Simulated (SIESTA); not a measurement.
BN in SIESTA: the effect of basis

BN:

```xyz
2
Lattice="0.0000 1.8130 1.8130 1.8130 0.0000 1.8130 1.8130 1.8130 0.0000" Properties=species:S:1:pos:R:3 pbc="T T T"
N     0.9065    0.9065    0.9065
B     0.0000    0.0000    0.0000
```

The cell is a database's computed one.

Alike in all runs:

| Item | Value |
| --- | --- |
| Program | SIESTA 5.4.2 |
| Task | single point |
| Functional | PBE |
| Potentials or basis | PseudoDojo 0.4 standard (PBE files) |
| Grid cutoff | 800 Ry |
| Energy shift | 0.003 Ry |
| k mesh | 13 × 13 × 13 |
| Occupations | fermi-dirac, width 0.05 eV |
| Spin | no spin polarisation |

```tsv
basis	gap on the mesh (eV)	pressure (GPa)
SZ	6.85	20.2
SZP	4.82	11.5
DZ	4.87	7.7
DZP	4.64	2.6
DZDP	4.74	3.9
TZP	?	?
TZDP	4.73	3.6
```

Problem. What does the run with basis TZP give?

Solution. gap on the mesh 4.64 eV; pressure 1.9 GPa.

Caveats: an odd mesh through Γ misses points on the zone boundary, where band edges often lie; the basis of atomic orbitals isn't converged, which shifts pressures, moduli and gaps; the basis has no polarisation orbitals (some runs).
